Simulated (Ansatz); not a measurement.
# HfN (Fm-3m) in Ansatz: a series of runs

One crystal, HfN, is run at these levels: PBE; tasks: single point, relaxation of cell and atoms.

Program: Ansatz 0.2.0. These are calculated values, not measurements. Logs are shortened: lines on timing, memory, paths and dates and some standing lists are left out, and cuts for length are marked.

## (1) The crystal as given

The structure is cubic, space group Fm-3m (No. 225). Conventional cell: a = 4.512 Å, b = 4.512 Å, c = 4.512 Å, α = 90.00°, β = 90.00°, γ = 90.00°. Hf (site symmetry m-3m) is surrounded by 6 N at 2.26 Å. Around N (site symmetry m-3m) lie 6 Hf at 2.26 Å.

## (2) Single point, PBE

File input.yaml:

```yaml
crystal:
  lattice:
    - [0.0, 2.256, 2.256]
    - [2.256, 0.0, 2.256]
    - [2.256, 2.256, 0.0]
  atoms:
    - { symbol: Hf, position: [0.0, 0.0, 0.0] }
    - { symbol: "N", position: [0.5, 0.5, 0.5] }
hamiltonian:
  xc: pbe
  pseudopotentials: { kind: paw }
kpoints:
  mp_grid: { grid: [10, 10, 10] }
scf:
  occupations: { method: gaussian, width: 0.011 }
output:
  forces: true
  stress: true
  eigenvalues: true
```

Potentials or basis: Ansatz PAW.

The run is started by

```console
> ansatz run input.yaml --threads 2 --pin off --max-ram 5632MiB --backend cpu --events-out ev --progress --plain --runs-dir out
```

The log of the run:

```text
Warning: RAYON_NUM_THREADS=2 ignored (pool sized by the plan → 2); use --threads N
Engine: ansatz 0.2.0, x86_64-unknown-linux-gnu
Pseudopotentials: kind: paw
Pseudopotential: Hf, paw, valence charge 26, recommended cutoff 420 eV (normal), Hf.paw.azcp
Pseudopotential: N, paw, valence charge 5, recommended cutoff 420 eV (normal), N.paw.azcp
Functional definition: PBE
  parameter kappa = 0.804
  parameter beta = 0.06672455060314922
  exchange = pbe_x(kappa = kappa, mu = beta*pi^2/3)
  correlation = pbe_c(beta = beta)
Crystal: 2 atoms, lattice volume = 22.964 Å³
Basis set: ecut = 420 eV, 459 PW (Γ), exchange–correlation on 48×48×48 points (8 copies of the dense FFT grid, shifted against one another)
Bands: 20, of which v1, the nominal top of the filled ones, is band 16 counted from 1 (15 counted from 0)
Symmetry: 48 space group operations
Space group: Fm-3m (ITA 225), of the structure as read, at distance tolerance 2.8e-5 Å
k-points: 47 of 1000
Non-local potential: Hf, projectors of the file, l = 0: 3, l = 1: 2, l = 2: 2, l = 3: 3
Non-local potential: N, projectors of the file, l = 0: 2, l = 1: 2, l = 2: 1
PAW form: soft (Blöchl's): semilocal exchange-correlation on the pseudo side does not see the compensation charge
PAW one-centre angular grid: Hf, 590 points (default); XC on 64 Gauss nodes
PAW one-centre angular grid: N, 110 points (default); XC on 64 Gauss nodes
Initial density: superposition of atomic densities (neutral atoms: chi_scale 0, normalization atom), corrected by the library's trained network
Initial wavefunctions: pseudopotential atomic-orbital guess
Functional: x = pbe(κ = 0.804, μ = 0.2195149727645171), c = pbe(β = 0.06672455060314922)
SCF iter   1: F=—  HF=-16108.671872 eV  |F-HF|=—  |Δ(HF+E_count)|=         —  Δρ=4.97e-3  dr2=6.87e-3  ethr=1.77e-3  ⟨swp⟩=5.4  Hψ=3963  notcnv=0
preconditioner: auto → none  [insulator: Δε(μ)=0.057 eV  Ē_g=19.047 eV  σ=0.011 eV  W_gap=0.83  n_scr=14 (ndim 8)  ℏωp=41.7 eV  f_vac=0.000  D(μ)=0.77/eV (n_scr^D=8)  ε∞_Penn≈5.8]
SCF iter   2: F=—  HF=-16108.670099 eV  |F-HF|=—  |Δ(HF+E_count)|=   1.77e-3  Δρ=1.44e-3  dr2=5.27e-4  ethr=2.22e-5  ⟨swp⟩=2.4  Hψ=1666  notcnv=0  defer=21
SCF iter   3: F=—  HF=-16108.669950 eV  |F-HF|=—  |Δ(HF+E_count)|=   1.50e-4  Δρ=3.42e-4  dr2=1.35e-5  ethr=1.70e-6  ⟨swp⟩=2.0  Hψ=1244  notcnv=0  defer=21
SCF iter   4: F=—  HF=-16108.669935 eV  |F-HF|=—  |Δ(HF+E_count)|=   1.46e-5  Δρ=6.50e-5  dr2=7.07e-7  ethr=4.36e-8  ⟨swp⟩=2.1  Hψ=1671  notcnv=0  defer=21
SCF iter   5: F=—  HF=-16108.669935 eV  |F-HF|=—  |Δ(HF+E_count)|=   3.23e-7  Δρ=1.05e-5  dr2=1.01e-8  ethr=2.28e-9  ⟨swp⟩=2.2  Hψ=1673  notcnv=0  defer=21
SCF iter   6: F=-16108.669934 eV  HF=-16108.669934 eV  |F-HF|=7.53e-9  |Δ(HF+E_count)|=   7.63e-8  Δρ=3.75e-6  dr2=1.95e-9  ethr=3.27e-11  ⟨swp⟩=6.3  Hψ=3876  notcnv=0
SCF 1 converged in 6 iterations: F = -16108.669934 eV  dr2 = 1.95e-9
SCF converged after 6 iterations
Free energy (F): -16108.669934 eV
Harris-Foulkes:  -16108.669934 eV  (|F-HF|=7.53e-9)
Internal energy: -16108.669888 eV  (E = F + TS)
E sigma→0 (E₀):  -16108.669911 eV
Entropy (-TS):   -0.000047 eV (-0.023 meV/atom)
Fermi energy:    24.045113 eV
--- Per-component energies (eV) ---
  E_band       = 185.538043
  E_kinetic    = 557.657065
  E_local      = -4708.216647  (includes V_loc(G=0)·N_el)
  E_nonlocal   = -1198.340893
  E_hartree    = 2237.775843
  E_xc         = -361.949756
  E_vxc        = -345.256879  (∫ρ·V_xc dr)
  E_paw        = -7054.905019  (= ΣΔE_a)
  E_vpaw       = 1404.139723  (= ΣTr[D̂ρ^β])
  E_aug_tail   = 0.000095  (compensation charges beyond the density's cutoff)
  E_ewald      = -5580.690577
  E_smearing   = -0.000047  (= −TS)
  E_closure    = 0.000000  (closes the sum)
  Σ components = -16108.669934   (vs F -16108.669934, Δ=0.00e0)
--- Forces (eV/Å), atoms counted from 1 ---
  atom   1  Hf    -0.00000000     0.00000000     0.00000000
  atom   2  N      0.00000000    -0.00000000     0.00000000
  max |Σ_I F_I| component: 4.86e-30 eV/Å
--- Stress (GPa, compression-positive) ---
        6.591512       0.000000       0.000000
        0.000000       6.591512      -0.000000
       -0.000000      -0.000000       6.591512
  P = ⅓ Tr σ = 6.5915 GPa (65.915 kbar)
--- Band table (eV; the first three rows and the last of 47) ---
  k-point 0: bands = ["-38.7336", "-7.1368", "-7.1368", "-7.1368", "6.4341", "11.3289", "11.3289", "11.3289", "11.3626", "11.4636", "11.4636", "11.4636", "21.0357", "21.0357", "21.0357", "23.6233", "23.6233", "23.6233", "25.7846", "25.9557"]
  k-point 1: bands = ["-38.7277", "-7.2389", "-7.1452", "-7.1452", "6.6584", "11.3314", "11.3373", "11.3373", "11.3677", "11.4565", "11.4565", "11.4639", "20.1050", "20.4744", "20.4744", "23.8662", "23.9552", "23.9552", "26.4850", "26.6990"]
  k-point 2: bands = ["-38.7121", "-7.4962", "-7.1671", "-7.1671", "7.2558", "11.3463", "11.3604", "11.3604", "11.3824", "11.4390", "11.4390", "11.4647", "18.4238", "19.4494", "19.4494", "24.2673", "24.7779", "24.7779", "27.9308", "28.3686"]
  k-point 46: bands = ["-38.6505", "-7.7765", "-7.6245", "-7.4850", "8.0292", "11.3810", "11.3900", "11.3945", "11.4159", "11.4179", "11.4414", "11.4741", "18.0354", "18.4459", "18.6037", "23.9606", "26.3086", "29.4005", "29.5468", "30.3045"]
```

Run time: 0.61 s. Hardware: 2 threads of Intel Xeon Platinum 8488C (Sapphire Rapids), shared host; peak memory 0.36 GiB.

Results:

- Free energy: -16108.6699 eV
- Pressure: 6.6 GPa
- Band gap on the k mesh: none (metal or under the smearing width)

Caveat: the pressure holds a Pulay correction of +0.5 GPa for the finite cutoff. Spin-orbit coupling is left out, which matters for the levels of Hf.

## (3) Relaxation of cell and atoms, PBE

input.yaml, as its differences from that of step 2:

```diff
@@ -14,3 +14,3 @@
 scf:
-  occupations: { method: gaussian, width: 0.011 }
+  occupations: { method: fermi_dirac, width: 0.05 }
 output:
@@ -18,2 +18,5 @@
   stress: true
-  eigenvalues: true
+relax:
+  f_tol: 0.01
+  max_steps: 40
+  cell: { stress_tol: 0.05 }
```

Potentials or basis: Ansatz PAW.

The run is started by

```console
> ansatz run input.yaml --threads 2 --pin off --max-ram 5632MiB --backend cpu --events-out ev --progress --plain --runs-dir out
```

The log of the run:

```text
Warning: RAYON_NUM_THREADS=2 ignored (pool sized by the plan → 2); use --threads N
[... 9 set-up lines as earlier in the session ...]
Crystal: 2 atoms, lattice volume = 22.964 Å³
Basis set: ecut = 420 eV, 459 PW (Γ), exchange–correlation on 48×48×48 points (8 copies of the dense FFT grid, shifted against one another)
Bands: 20, of which v1, the nominal top of the filled ones, is band 16 counted from 1 (15 counted from 0)
[... 2 set-up lines as earlier in the session ...]
k-points: 47 of 1000
[... 5 set-up lines as earlier in the session ...]
[... 86 lines left out ...]
  E_kinetic    = 555.772253
  E_local      = -4775.956607  (includes V_loc(G=0)·N_el)
  E_nonlocal   = -1198.629164
  E_hartree    = 2262.420807
  E_xc         = -361.357543
  E_vxc        = -344.470316  (∫ρ·V_xc dr)
  E_paw        = -7054.434495  (= ΣΔE_a)
  E_vpaw       = 1405.077865  (= ΣTr[D̂ρ^β])
  E_aug_tail   = 0.000097  (compensation charges beyond the density's cutoff)
  E_ewald      = -5536.493216
  E_smearing   = -0.006560  (= −TS)
  E_closure    = 0.000000  (closes the sum)
  Σ components = -16108.684429   (vs F -16108.684429, Δ=0.00e0)
--- Forces (eV/Å), atoms counted from 1 ---
  atom   1  Hf     0.00000000     0.00000000     0.00000000
  atom   2  N      0.00000000     0.00000000    -0.00000000
  max |Σ_I F_I| component: 6.64e-30 eV/Å
--- Stress (GPa, compression-positive) ---
        0.003270      -0.000000      -0.000000
       -0.000000       0.003270       0.000000
       -0.000000      -0.000000       0.003270
  P = ⅓ Tr σ = 0.0033 GPa (0.033 kbar)
--- Relaxed structure (5 steps of the walk, 5 accepted, 2 SCFs on fresh bases) ---
  F+E_penalty+E_count = -16108.68442866 eV   max|allowed force component| = 2.991e-30 eV/Å   (the final SCF, on the basis selected at the relaxed cell)
  cell:  # Å, volume = 23.5183 Å³
    - [-1.1544191097691867e-34, 2.274009458707026, 2.274009458707026]
    - [2.274009458707026, 3.427432727568703e-34, 2.274009458707026]
    - [2.274009458707026, 2.274009458707026, 3.5707411824276134e-34]
  atoms:
    - { symbol: Hf, position: [8.89262865871906e-37, -1.3338942988079602e-36, -2.445472881145012e-36] }
    - { symbol: N, position: [0.5, 0.5, 0.5] }
```

Run time: 4.1 s. Hardware: 2 threads of Intel Xeon Platinum 8488C (Sapphire Rapids), shared host; peak memory 0.35 GiB.

Results:

```yaml
Free_energy: -16108.6844 eV
Relaxed_volume: 11.76 Å³/atom
Relaxed_cell: a = 3.216 Å, b = 3.216 Å, c = 3.216 Å, α = 60.00°, β = 60.00°, γ = 60.00°
Space_group_after_relaxing_to_0.05_Å: Fm-3m (No. 225)
Energy_gained_by_relaxing: 5.6 meV/atom
Ionic_steps: 7
Pressure_after_relaxing: 0.0 GPa
```

Step by step:
```csv
step,energy change (eV),largest force (eV/Å),volume (Å³)
1,0.0000,0.0000,22.96
2,-0.0058,0.0000,23.79
3,-0.0093,0.0000,23.52
4,-0.0093,0.0000,23.51
5,-0.0112,0.0000,23.51
6,-0.0112,0.0000,23.52
7,-0.0112,0.0000,23.52
```

Final structure:
```
CELL_PARAMETERS angstrom
0.00000 2.27401 2.27401
2.27401 0.00000 2.27401
2.27401 2.27401 0.00000
ATOMIC_POSITIONS crystal
Hf 0.00000 0.00000 0.00000
N 0.50000 0.50000 0.50000
```

Caveat: the plane-wave basis is chosen anew once the cell has moved, so the energies of steps on either side of that aren't comparable; the pressure holds a Pulay correction of +0.5 GPa for the finite cutoff.
